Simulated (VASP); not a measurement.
Runs of VASP 6.6.1 on Cu. Symmetry: Im-3m, No. 229, cubic system. Conventional cell: a = 2.868 Å, b = 2.868 Å, c = 2.868 Å, α = 90.00°, β = 90.00°, γ = 90.00°. Cu (site symmetry m-3m) is surrounded by 8 Cu at 2.48 Å. This isn't the form of Cu at room conditions, which is fcc.

```csv
task,level,potentials or basis,cell,k mesh,cutoff (eV),mesh quality,gap on the mesh (eV),pressure (GPa),relaxed volume (Å³/atom)
relaxation of cell and atoms,PBEsol,"VASP PAW PBE potentials, release 64 (Cu)",relaxed,8 × 8 × 8,600,coarse,none,0.0,(a)
relaxation of cell and atoms,PBEsol,"VASP PAW PBE potentials, release 64 (Cu)",relaxed,20 × 20 × 20,600,not flagged,none,0.0,11.41
single point,PBEsol,"VASP PAW PBE potentials, release 64 (Cu)",as given,20 × 20 × 20,520,not flagged,none,-5.0,-
relaxation of cell and atoms,RPBE,"VASP PAW PBE potentials, release 64 (Cu)",relaxed,20 × 20 × 20,600,not flagged,none,0.0,12.51
relaxation of cell and atoms,PBEsol,"VASP PAW PBE potentials, release 64 (Cu)",relaxed,20 × 20 × 20,580,not flagged,none,0.0,11.41
relaxation of cell and atoms,LDA,"VASP PAW LDA potentials, release 64 (Cu)",relaxed,20 × 20 × 20,600,not flagged,none,-0.1,10.98
```

Alike in all rows: no spin polarisation; smearing gaussian 0.1 eV.

Task: Fill in the values left out.

Result: (a) 11.42.

Caveats: some runs use coarse meshes; the PAW data sets were made with another functional, which shifts forces and pressure a little (some runs).

A gap of «none» marks a metal or a gap under the smearing width.

Runs at the PBE level aren't shown here.
